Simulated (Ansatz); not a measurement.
A run of Ansatz 0.2.0 is set up as follows.

File input.yaml:

```yaml
crystal:
  lattice:
    - [-1.726539, 1.775547, 2.338342]
    - [1.726539, -1.775547, 2.338342]
    - [1.726539, 1.775547, -2.338342]
  atoms:
    - { symbol: Sn, position: [0.0, 0.0, 0.0] }
hamiltonian:
  xc: pbe
  pseudopotentials: { kind: paw }
kpoints:
  mp_grid: { grid: [11, 11, 11] }
scf:
  occupations: { method: gaussian, width: 0.011 }
output:
  forces: true
  stress: true
  eigenvalues: true
```

Potentials or basis: Ansatz PAW.

The run is started by

```sh
$ ansatz run input.yaml --threads 2 --pin off --max-ram 5632MiB --backend cpu --events-out ev --progress --plain --runs-dir out
```

Task: Predict the band gap on the k mesh.

Result: None (metal or under the smearing width).

Task: What does it give for the pressure?

Result: -1.0 GPa.

Stress tensor (GPa, compression positive):
```
-0.26  0.00  0.00
 0.00 -2.27  0.00
 0.00  0.00 -0.56
```
